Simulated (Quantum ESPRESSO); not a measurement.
The system is BN.

```
N B
1.0
     0.00000    1.81300    1.81300
     1.81300    0.00000    1.81300
     1.81300    1.81300    0.00000
N B
1 1
Direct
  0.25000 0.25000 0.25000
  0.00000 0.00000 0.00000
```

The cell is a database's computed one.

Base run:

| Property | Result |
| --- | --- |
| Program | Quantum ESPRESSO 7.5 |
| Functional | PBE |
| Potentials or basis | SSSP 1.3 efficiency PBE |
| Cutoff | 816 eV |
| Density cutoff | 6531 eV |
| k mesh | 13 × 13 × 13 |
| Occupations | fermi-dirac, width 0.05 eV |
| Spin | no spin polarisation |

Its results: band gap on the k mesh 4.54 eV, indirect (least direct gap 8.79 eV); pressure -1.8 GPa.

Question: The run is repeated on the same cell with these changes: potentials or basis from SSSP 1.3 efficiency PBE to PseudoDojo 0.4.1 SR PBE standard; cutoff from 816 eV to 1143 eV; density cutoff from 6531 eV to 4572 eV. What comes out?

Answer: Band gap on the k mesh 4.60 eV, indirect (least direct gap 8.83 eV); pressure -0.8 GPa.

Caveats: an odd mesh through Γ misses points on the zone boundary, where band edges often lie (some runs).

Not every run made on this cell is shown here.
